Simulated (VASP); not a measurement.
# AlN (P6_3mc) in VASP: core levels with PBEsol

Aim: the core levels of AlN with PBEsol.

Everything below comes from runs of VASP 6.6.1. Logs are shortened: lines on timing, memory, paths and dates and some standing lists are left out, and cuts for length are marked.

**What was measured.**

From “Self-assembly of well-separated AlN nanowires directly on sputtered metallic TiN films”, 2019, arxiv:1910.07391, for a bulk crystal of AlN at 10 K: band gap 6.034 eV (an exciton energy, a little under the gap).

How close the calculation comes is told below.

## (1) The crystal as given

Symmetry: P6_3mc, No. 186, hexagonal system. Conventional cell: a = 3.113 Å, b = 3.113 Å, c = 4.981 Å, α = 90.00°, β = 90.00°, γ = 120.00°. Al (site symmetry 3m) is surrounded by 4 N at 1.89 Å. N (site symmetry 3m) has 4 Al at 1.89 Å as nearest neighbours.

## (2) Core levels, PBEsol

The input, INCAR:

```
ALGO = Normal
EDIFF = 1E-7
ENCUT = 520
GGA = PS
ICORELEVEL = 1
ISIF = 2
ISMEAR = -1
LASPH = T
LCHARG = F
LREAL = F
LWAVE = F
NELM = 60
PREC = Accurate
SIGMA = 0.02
```

The input, KPOINTS:

```
k-points
0
Gamma
  8 8 5
```

The input, POSCAR:

```
AlN
1.0
    3.1130000000      0.0000000000      0.0000000000
   -1.5565000000      2.6959370820      0.0000000000
    0.0000000000      0.0000000000      4.9810000000
Al N
2 2
Direct
    0.3333333333      0.6666666667      0.0000000000
    0.6666666667      0.3333333333      0.5000000000
    0.3333333333      0.6666666667      0.3800000000
    0.6666666667      0.3333333333      0.8800000000
```

Potentials or basis: VASP PAW PBE potentials, release 64 (Al, N).

The run is started by

```bash
cat potpaw_PBE.64/Al/POTCAR potpaw_PBE.64/N/POTCAR > POTCAR
mpirun -np 1 vasp_std > vasp.out
```

OUTCAR:

```text
EDIFF = 1E-7
   ENCUT = 520
   GGA = PS
   ISIF = 2
   ISMEAR = -1
   LASPH = T
   LREAL = F
   NELM = 60
   PREC = Accurate

 ion  position               nearest neighbor table
   1  0.333  0.667  0.000-   3 1.89   4 1.89   4 1.89   4 1.89   2 3.07   2 3.07   2 3.07   2 3.07
                             2 3.07   2 3.07
   2  0.667  0.333  0.500-   4 1.89   3 1.89   3 1.89   3 1.89   1 3.07   1 3.07   1 3.07   1 3.07
                             1 3.07   1 3.07
   3  0.333  0.667  0.380-   1 1.89   2 1.89   2 1.89   2 1.89
   4  0.667  0.333  0.880-   2 1.89   1 1.89   1 1.89   1 1.89

  LATTYP: Found a hexagonal cell.
 ALAT       =     3.1130000000
 C/A-ratio  =     1.6000642467

  Lattice vectors:

 A1 = (   3.1130000000,   0.0000000000,   0.0000000000)
 A2 = (  -1.5565000000,   2.6959370820,   0.0000000000)
 A3 = (   0.0000000000,   0.0000000000,   4.9810000000)

Analysis of symmetry for initial positions (statically):
=====================================================================
 Subroutine PRICEL returns:
 Original cell was already a primitive cell.

 Routine SETGRP: Setting up the symmetry group for a
 hexagonal supercell.

 Subroutine GETGRP returns: Found 12 space group operations
 (whereof  6 operations were pure point group operations)
 out of a pool of 24 trial point group operations.

The static configuration has the point symmetry C_3v.
 The point group associated with its full space group is C_6v.

Analysis of symmetry for dynamics (positions and initial velocities):
=====================================================================
 Subroutine PRICEL returns:
 Original cell was already a primitive cell.

 Routine SETGRP: Setting up the symmetry group for a
 hexagonal supercell.

 Subroutine GETGRP returns: Found 12 space group operations
 (whereof  6 operations were pure point group operations)
 out of a pool of 24 trial point group operations.

The dynamic configuration has the point symmetry C_3v.
 The point group associated with its full space group is C_6v.

 Subroutine INISYM returns: Found 12 space group operations
 (whereof  6 operations are pure point group operations),
 and found     1 'primitive' translations

----------------------------------------------------------------------------------------

                                     Primitive cell

  volume of cell :      41.8028

  direct lattice vectors                    reciprocal lattice vectors
     3.113000000  0.000000000  0.000000000     0.321233537  0.185464269  0.000000000
    -1.556500000  2.695937082  0.000000000     0.000000000  0.370928538  0.000000000
     0.000000000  0.000000000  4.981000000     0.000000000  0.000000000  0.200762899

  length of vectors
     3.113000000  3.113000000  4.981000000     0.370928538  0.370928538  0.200762899

  position of ions in fractional coordinates (direct lattice)
     0.333333333  0.666666667  0.000000000
     0.666666667  0.333333333  0.500000000
     0.333333333  0.666666667  0.380000000
     0.666666667  0.333333333  0.880000000

  ion indices of the primitive-cell ions
   primitive index   ion index
                 1           1
                 2           2
                 3           3
                 4           4

----------------------------------------------------------------------------------------

 KPOINTS: k-points

Automatic generation of k-mesh.
 Grid dimensions read from file:
 generate k-points for:    8    8    5

 Generating k-lattice:

  Cartesian coordinates                     Fractional coordinates (reciprocal lattice)
     0.040154192  0.023183034  0.000000000     0.125000000  0.000000000  0.000000000
     0.000000000  0.046366067  0.000000000     0.000000000  0.125000000  0.000000000
     0.000000000  0.000000000  0.040152580     0.000000000  0.000000000  0.200000000

  Length of vectors
     0.046366067  0.046366067  0.040152580

  Shift w.r.t. Gamma in fractional coordinates (k-lattice)
     0.000000000  0.000000000  0.000000000

 Subroutine IBZKPT returns following result:
 ===========================================

 Found     30 irreducible k-points:

 Following reciprocal coordinates:
            Coordinates               Weight
  0.000000  0.000000  0.000000      1.000000
  0.125000  0.000000  0.000000      6.000000
  0.250000  0.000000  0.000000      6.000000
  0.375000  0.000000  0.000000      6.000000
  0.500000  0.000000  0.000000      3.000000
  0.125000  0.125000  0.000000      6.000000
[... 16 lines left out ...]
  0.250000  0.000000  0.400000     12.000000
  0.375000  0.000000  0.400000     12.000000
 [... further k-points ...]
   k-points           NKPTS =     30   k-points in BZ     NKDIM =     30   number of bands    NBANDS=     12
   number of dos      NEDOS =    301   number of ions     NIONS =      4
   total plane-waves  NPLWV =  23040
   dimension x,y,z NGX =    24 NGY =   24 NGZ =   40
   dimension x,y,z NGXF=    48 NGYF=   48 NGZF=   80
   ions per type =               2   2
   NGX,Y,Z   is equivalent  to a cutoff of  12.82, 12.82, 13.35 a.u.
   NGXF,Y,Z  is equivalent  to a cutoff of  25.63, 25.63, 26.70 a.u.
 SYSTEM =  unknown system
   PREC   = accura    normal or accurate (medium, high low for compatibility)
   ISTART =      0    job   : 0-new  1-cont  2-samecut
   ICHARG =      2    charge: 1-file 2-atom 10-const
   ISPIN  =      1    spin polarized calculation?
   LNONCOLLINEAR =      F non collinear calculations
   LSORBIT =      F    spin-orbit coupling
   LASPH  =      T    aspherical Exc in radial PAW
   ENCUT  =  520.0 eV  38.22 Ry    6.18 a.u.   5.79  5.79  9.26*2*pi/ulx,y,z
   NELM   =     60;   NELMIN=  2; NELMDL= -5     # of ELM steps
   EDIFF  = 0.1E-06   stopping-criterion for ELM
   LREAL  =      F    real-space projection
   EDIFFG = 0.1E-05   stopping-criterion for IOM
   NSW    =      0    number of steps for IOM
   IBRION =     -1    ionic relax: 0-MD 1-quasi-New 2-CG
   NFREE  =      0    steps in history (QN), initial steepest desc. (CG)
   ISIF   =      2    stress and relaxation
   ISYM   =      2    0-nonsym 1-usesym 2-fastsym
   POTIM  = 0.5000    time-step for ionic-motion
   TEBEG  =    0.0;   TEEND  =   0.0 temperature during run
   PSTRESS=    0.0 pullay stress
   NELECT =      16.0000    total number of electrons
   NUPDOWN=      -1.0000    fix difference up-down
   EMIN   =  10.00;   EMAX   =-10.00  energy-range for DOS
   EFERMI =   0.00;   METHOD = LEGACY
   ISMEAR =    -1;   SIGMA  =   0.02  broadening in eV -4-tet -1-fermi 0-gaus
   EFERMI_NEDOS =   21; number of points for ismear=-14 and -15
   IALGO  =     38    algorithm
   IMIX   =      4    mixing-type and parameters
     AMIX     =   0.40;   BMIX     =  1.00
     AMIX_MAG =   1.60;   BMIX_MAG =  1.00
  volume/ion in A,a.u.               =      10.45        70.52
  Fermi-wavevector in a.u.,A,eV,Ry     =   1.188629  2.246183 19.222843  1.412839
  Thomas-Fermi vector in A             =   2.324754
   LORBIT       =      0    0 simple, 1 ext, 2 COOP (PROOUT), +10 PAW based schemes
   GGA     = PS    functional components
   LHFCALC =     F    Hartree Fock is set to
   AEXX    =    0.0000 exact exchange contribution
   IVDW    =     0    specifies the selected vdW correction
   LEPSILON=     F    determine dielectric tensor
   LRPA    =     F    only Hartree local field effects (RPA)
 non-spin polarized calculation
  energy-cutoff  :      520.00
  volume of cell :       41.80
 maximum number of plane-waves:      1140
 NGX is ok and might be reduce to    24
   NGX = 11   NGY = 11   NGZ = 19

 number of electron      15.9999997 magnetization

 Free energy of the ion-electron system (eV)
  ---------------------------------------------------
  ext. energy  EPLUGINS =         0.00000000
  ---------------------------------------------------
  free energy    TOTEN  =       -31.31095564 eV

  energy without entropy =      -31.31095564  energy(sigma->0) =      -31.31095564

 the core state eigenenergies are
   1-  1s  -1497.0461  2s    -94.4503  2p    -55.8996
   2-  1s  -1497.0461  2s    -94.4503  2p    -55.8996
   3-  1s   -368.0156
   4-  1s   -368.0156

 E-fermi :   6.3928     XC(G=0): -11.1037

 val. band max:        6.0294235765   @ k =   0.0000   0.0000   0.0000
 cond. band min:      10.1786177345   @ k =   0.0000   0.0000   0.0000
 fundamental gap:      4.1491941581
 Fermi energy:         6.3927712144

 k-point     1 :       0.0000    0.0000    0.0000
  band No.  band energies     occupation
      1      -9.1071      2.00000
      2      -6.9218      2.00000
      3      -0.0042      2.00000
      4       5.1944      2.00000
      5       5.1944      2.00000
      6       5.8493      2.00000
      7       5.8493      2.00000
      8       6.0294      2.00000
      9      10.1786      0.00000
     10      12.6059      0.00000
     11      16.5380      0.00000
     12      17.0873      0.00000

 k-point     2 :       0.1250    0.0000    0.0000
  band No.  band energies     occupation
      1      -8.9077      2.00000
      2      -6.8106      2.00000
      3       0.2328      2.00000
      4       4.3125      2.00000
      5       4.9479      2.00000
      6       5.0161      2.00000
      7       5.8124      2.00000
      8       5.9386      2.00000
      9      11.0163      0.00000
     10      13.3420      0.00000
     11      15.7002      0.00000
     12      16.0087      0.00000
[... 227 lines left out ...]
  band No.  band energies     occupation
      1      -7.0842      2.00000
      2      -6.4293      2.00000
      3       0.6579      2.00000
      4       1.5600      2.00000
      5       2.9839      2.00000
      6       3.7217      2.00000
      7       4.5357      2.00000
      8       4.9549      2.00000
      9      11.5070      0.00000
     10      12.6316      0.00000
     11      14.8229      0.00000
     12      15.6850      0.00000

 k-point    19 :       0.2500    0.2500    0.2000
  band No.  band energies     occupation
      1      -7.1257      2.00000
      2      -6.4021      2.00000
      3       1.3533      2.00000
      4       1.3698      2.00000
      5       2.8731      2.00000
      6       3.3699      2.00000
      7       4.0180      2.00000
      8       5.0181      2.00000
      9      11.9410      0.00000
     10      13.4157      0.00000
     11      14.6273      0.00000
     12      15.6109      0.00000

 k-point    20 :       0.3750    0.2500    0.2000
  band No.  band energies     occupation

------------------------ aborting loop because EDIFF is reached ----------------------------------------

  FORCE on cell =-STRESS in cart. coord.  units (eV):
  Direction    XX          YY          ZZ          XY          YZ          ZX
  --------------------------------------------------------------------------------------
  -------------------------------------------------------------------------------------
  Total       -0.0710151     -0.0710151      0.3197488      0.0000000      0.0000000      0.0000000
  in kB       -2.7217969     -2.7217969     12.2550214      0.0000000      0.0000000      0.0000000
  external PRESSURE =       2.2704759 kB  Pullay stress =       0.0000000 kB

 VOLUME and BASIS-vectors are now :
 -----------------------------------------------------------------------------
  energy-cutoff  :      520.00
  volume of cell :       41.80
      direct lattice vectors                 reciprocal lattice vectors
     3.113000000  0.000000000  0.000000000     0.321233537  0.185464269  0.000000000
    -1.556500000  2.695937082  0.000000000     0.000000000  0.370928538  0.000000000
     0.000000000  0.000000000  4.981000000     0.000000000  0.000000000  0.200762899

 POSITION                                       TOTAL-FORCE (eV/Angst)
 -----------------------------------------------------------------------------------
     -0.00000      1.79729      0.00000        -0.000000      0.000000     -0.132059
      1.55650      0.89865      2.49050         0.000000     -0.000000     -0.132059
     -0.00000      1.79729      1.89278         0.000000      0.000000      0.132059
      1.55650      0.89865      4.38328        -0.000000      0.000000      0.132059
 -----------------------------------------------------------------------------------
    total drift:                               -0.000000     -0.000000      0.000351

  FREE ENERGIE OF THE ION-ELECTRON SYSTEM (eV)
  ---------------------------------------------------
  free  energy   TOTEN  =       -31.3109556417 eV

  energy  without entropy=      -31.3109556417  energy(sigma->0) =      -31.31095564
```

Wall time 5.7 s (1 thread of Intel Xeon 6975P-C (Granite Rapids), shared host); peak memory 0.15 GiB.

Results:

| Quantity | Value |
| --- | --- |
| Free energy | -31.3110 eV |
| Pressure | 0.2 GPa |
| Largest force | 0.132 eV/Å |
| Band gap on the k mesh | 4.15 eV, direct |

Forces on the atoms (eV/Å):
```
Al   0.000  0.000 -0.132
Al   0.000  0.000 -0.132
N    0.000  0.000  0.132
N    0.000  0.000  0.132
```

Levels at points of the mesh, in eV from the valence-band top:
```tsv
k point	band 5	band 6	band 7	band 8	band 9	band 10	band 11	band 12
(0.00, 0.00, 0.00)	-0.83	-0.18	-0.18	0.00	4.15	6.58	10.51	11.06
(0.50, 0.00, 0.00)	-3.36	-2.08	-1.80	-0.66	5.69	5.69	8.11	10.20
```

Core levels (eV, on the scale of the bands):
```tsv
atom	levels
1 Al	1s -1497.0, 2s -94.5, 2p -55.9
2 Al	1s -1497.0, 2s -94.5, 2p -55.9
3 N	1s -368.0
4 N	1s -368.0
```

Caveat: the PAW data sets were made with another functional, which shifts forces and pressure a little.

## (3) Comparison with measurements

Step 2. A measured gap of AlN is 6.034 eV (an exciton energy, a little under the gap; 10 K; quoted in “Self-assembly of well-separated AlN nanowires directly on sputtered metallic TiN films”, 2019, arxiv:1910.07391); the calculated 4.15 eV misses it by -1.88 eV. 2 values of this kind are on record (6.034 to 6.0343 eV); this one was drawn at random. The value is that of PBEsol, without temperature or zero-point motion. Semilocal functionals fall short of measured gaps as a rule.
